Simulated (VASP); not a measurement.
# Quasiparticle energies of AlP in VASP, part 3 of 8

How does the gap of AlP change from the starting functional to GW? The cell is of the zinc-blende type, one of the forms listed for this formula. The start is a cell from a database of measured crystal structures.

VASP 6.6.1, plane waves and PAW; the level of theory is named at each step.

So far, gap on the k-mesh (eV): step 2 (empty bands, functional PBE) 1.57.

The database entry behind the starting cell differs from later determinations by our own check (0.1 to 0.3 % short, probably kX units), so it need not match the best structure at ambient conditions.

## (3) evGW0 (continued)

Level of this step: evGW0 on PBE; plane waves and PAW (P_GW, Al_GW) (VASP).

Parts of OUTCAR (step 3):

```text
The static configuration has the point symmetry T_d .

 Found     16 irreducible k-points:

   k-points           NKPTS =     16   k-points in BZ     NKDIM =    216   number of bands    NBANDS=    264

   NELECT =       8.0000    total number of electrons

 E-fermi :   4.6956

 QP shifts <psi_nk| G(iteration)W_0 |psi_nk>: iteration 1
 for sc-GW calculations column KS-energies equals QP-energies in previous step
 and V_xc(KS)=  KS-energies - (<T + V_ion + V_H > + <T+V_H+V_ion>^1  + <V_x>^1)
 k-point   1 :       0.0000    0.0000    0.0000
  band No.  KS-energies  QP-energies   sigma(KS)   V_xc(KS)     V^pw_x(r,r')   Z            occupation Imag(sigma)
      1      -7.6255      -8.2580     -12.0349     -11.0835     -18.4377       0.6647       2.0000       1.1798
      2       3.9108       3.1342     -12.9961     -11.9720     -13.9783       0.7583       2.0000       0.0106
      3       3.9108       3.1342     -12.9961     -11.9720     -13.9783       0.7583       2.0000       0.0106
      4       3.9108       3.1342     -12.9961     -11.9720     -13.9783       0.7583       2.0000       0.0106
      5       7.2535       7.4524      -9.8936     -10.1518      -5.6520       0.7703       0.0000      -0.0769
      6       8.4758       8.7495      -9.3136      -9.6731      -4.9305       0.7613       0.0000      -0.0776
      7       8.4758       8.7495      -9.3136      -9.6731      -4.9305       0.7613       0.0000      -0.0776
      8       8.4758       8.7495      -9.3136      -9.6731      -4.9305       0.7613       0.0000      -0.0776
    ...

 k-point   2 :       0.1667    0.0000    0.0000
  band No.  KS-energies  QP-energies   sigma(KS)   V_xc(KS)     V^pw_x(r,r')   Z            occupation Imag(sigma)
      1      -7.3206      -7.9415     -12.1021     -11.1660     -18.3956       0.6633       2.0000       1.1291
      2       2.0358       1.2444     -12.2398     -11.1710     -13.8140       0.7405       2.0000       0.0233
      3       3.6676       2.8847     -12.8682     -11.8350     -13.9212       0.7577       2.0000       0.0107
      4       3.6676       2.8847     -12.8682     -11.8350     -13.9212       0.7577       2.0000       0.0107
      5       7.5600       7.7862      -9.5235      -9.8175      -5.3081       0.7693       0.0000      -0.0742
      6       8.9122       9.1851      -9.4158      -9.7765      -4.8839       0.7566       0.0000      -0.0827
      7       8.9122       9.1851      -9.4158      -9.7765      -4.8839       0.7566       0.0000      -0.0827
      8       9.5988       9.7990     -10.1166     -10.3838      -5.3992       0.7490       0.0000      -0.0949
    ...

 k-point   3 :       0.3333    0.0000    0.0000
  band No.  KS-energies  QP-energies   sigma(KS)   V_xc(KS)     V^pw_x(r,r')   Z            occupation Imag(sigma)
      1      -6.5261      -7.1405     -12.3657     -11.4561     -18.3585       0.6755       2.0000       0.9885
      2      -0.4413      -1.2398     -11.6176     -10.4809     -14.3917       0.7025       2.0000       0.0963
      3       3.2947       2.4954     -12.7605     -11.7012     -13.9612       0.7544       2.0000       0.0126
      4       3.2947       2.4954     -12.7605     -11.7012     -13.9612       0.7544       2.0000       0.0126
      5       6.9820       7.1928      -9.4045      -9.6766      -5.3660       0.7748       0.0000      -0.0710
      6       8.9603       9.2136      -9.1407      -9.4738      -4.6054       0.7605       0.0000      -0.0841
      7       8.9603       9.2136      -9.1407      -9.4738      -4.6054       0.7605       0.0000      -0.0841
      8      11.8716      11.9265      -9.5168      -9.5918      -4.0323       0.7311       0.0000      -0.1921
    ...

 QP shifts <psi_nk| G(iteration)W_0 |psi_nk>: iteration 2
 k-point   1 :       0.0000    0.0000    0.0000
  band No. old QP-enery  QP-energies   sigma(KS)   T+V_ion+V_H  V^pw_x(r,r')   Z            occupation Imag(sigma)
      1      -8.2580      -8.4630     -12.0229       3.4579     -18.4377       0.6678       2.0000       1.1562
      2       3.1342       3.0025     -12.9220      15.8828     -13.9783       0.7598       2.0000       0.0116
      3       3.1342       3.0025     -12.9220      15.8828     -13.9783       0.7598       2.0000       0.0116
      4       3.1342       3.0025     -12.9220      15.8828     -13.9783       0.7598       2.0000       0.0116
      5       7.4524       7.4643      -9.9375      17.4053      -5.6520       0.7713       0.0000      -0.0773
      6       8.7495       8.7715      -9.3706      18.1489      -4.9305       0.7617       0.0000      -0.0796
      7       8.7495       8.7715      -9.3706      18.1489      -4.9305       0.7617       0.0000      -0.0796
      8       8.7495       8.7715      -9.3706      18.1489      -4.9305       0.7617       0.0000      -0.0796
    ...

 QP shifts <psi_nk| G(iteration)W_0 |psi_nk>: iteration 3
 k-point   1 :       0.0000    0.0000    0.0000
  band No. old QP-enery  QP-energies   sigma(KS)   T+V_ion+V_H  V^pw_x(r,r')   Z            occupation Imag(sigma)
      1      -8.4630      -8.5249     -12.0137       3.4579     -18.4377       0.6675       2.0000       1.1613
      2       3.0025       2.9766     -12.9143      15.8828     -13.9783       0.7601       2.0000       0.0117
      3       3.0025       2.9766     -12.9143      15.8828     -13.9783       0.7601       2.0000       0.0117
      4       3.0025       2.9766     -12.9143      15.8828     -13.9783       0.7601       2.0000       0.0117
      5       7.4643       7.4622      -9.9437      17.4053      -5.6520       0.7718       0.0000      -0.0775
      6       8.7715       8.7714      -9.3776      18.1489      -4.9305       0.7618       0.0000      -0.0799
      7       8.7715       8.7714      -9.3776      18.1489      -4.9305       0.7618       0.0000      -0.0799
      8       8.7715       8.7714      -9.3776      18.1489      -4.9305       0.7618       0.0000      -0.0799
    ...

 QP shifts <psi_nk| G(iteration)W_0 |psi_nk>: iteration 4
 k-point   1 :       0.0000    0.0000    0.0000
  band No. old QP-enery  QP-energies   sigma(KS)   T+V_ion+V_H  V^pw_x(r,r')   Z            occupation Imag(sigma)
      1      -8.5249      -8.5422     -12.0087       3.4579     -18.4377       0.6671       2.0000       1.1652
      2       2.9766       2.9710     -12.9135      15.8828     -13.9783       0.7603       2.0000       0.0118
      3       2.9766       2.9710     -12.9135      15.8828     -13.9783       0.7603       2.0000       0.0118
      4       2.9766       2.9710     -12.9135      15.8828     -13.9783       0.7603       2.0000       0.0118
      5       7.4622       7.4609      -9.9447      17.4053      -5.6520       0.7719       0.0000      -0.0775
      6       8.7714       8.7705      -9.3787      18.1489      -4.9305       0.7620       0.0000      -0.0799
      7       8.7714       8.7705      -9.3787      18.1489      -4.9305       0.7620       0.0000      -0.0799
      8       8.7714       8.7705      -9.3787      18.1489      -4.9305       0.7620       0.0000      -0.0799
    ...

[... 7 parts as in an earlier step ...]

[... 26 further parts left out ...]
```

This step gave:

```
quasiparticle gap on the mesh                 : 2.535 eV
smallest direct quasiparticle gap on the mesh : 4.490 eV
gap of the starting orbitals on the mesh      : 1.570 eV
```

QP gap by iteration, by row:

| iteration | gap (eV) | direct gap (eV) |
| --- | --- | --- |
| 1 | 2.386 | 4.318 |
| 2 | 2.509 | 4.462 |
| 3 | 2.531 | 4.486 |
| 4 | 2.535 | 4.49 |

GW takes the gap from 1.570 to 2.535 eV. The last pass still moved it by +4 meV. The value holds for 264 bands, ENCUTGW = 200 eV and this mesh, and isn't shown to be converged in them.

(Continued in part 4 of 8.)

[Lines on the potential files, build, host, timing and source positions are cut from VASP's logs without a mark.]

[Logs are printed without paths, hosts, clocks, repeated set-up lines and the standing remarks that a program may print on its own settings, such as how far it seeks lower states.]

[Hosts, paths, dates, database ids (printed as entryN), source tags and the programs' standing remarks are cut or masked in the printed files.]

[Pressures printed for these runs are not shown converged in the cutoff: they can be off by several GPa and have the wrong sign.]

[In band tables of VASP the shares of atoms and orbitals are scaled to a sum of 1 inside the atoms' spheres.]
